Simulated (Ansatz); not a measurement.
Si:

```
Si
1.0
     2.62054    0.00000    0.00000
    -1.31027    2.26946    0.00000
     0.00000    0.00000    2.46635
Si
1
Direct
  0.00000 0.00000 0.00000
```

This isn't the form of Si at room conditions, which is diamond.

| Quantity | Value |
| --- | --- |
| Program | Ansatz 0.2.0 |
| Task | relaxation of cell and atoms |
| Functional | r2SCAN |
| Potentials or basis | Ansatz PAW |
| Cutoff | 500 eV (not typed: the program's choice for these potentials) |
| k mesh | 12 × 12 × 11 |
| Occupations | fermi-dirac, width 0.05 eV |
| Spin | no spin polarisation |

At the start: volume 14.67 Å³/atom.

Question: How do energy, volume and symmetry change on relaxing?

Answer: It ends after 4 steps and the volume is 14.89 Å³/atom (+1.5 %); space group P6/mmm (No. 191, to 0.05 Å).

The path:
| step | energy change (eV) | largest force (eV/Å) | volume (Å³) |
| --- | --- | --- | --- |
| 1 | 0.0000 | 0.0000 | 14.67 |
| 2 | -0.0029 | 0.0000 | 14.84 |
| 3 | -0.0031 | 0.0000 | 14.89 |
| 4 | -0.0032 | 0.0000 | 14.89 |

Final structure:
```
CELL_PARAMETERS angstrom
2.62281 0.00000 0.00000
-1.31141 2.27142 0.00000
0.00000 0.00000 2.49934
ATOMIC_POSITIONS crystal
Si 0.00000 0.00000 0.00000
```

Caveat: the plane-wave basis is chosen anew once the cell has moved, so the energies of steps on either side of that aren't comparable; the PAW data sets come from PBE, with cores solved anew for the run's functional, which leaves a small shift of forces and pressure.
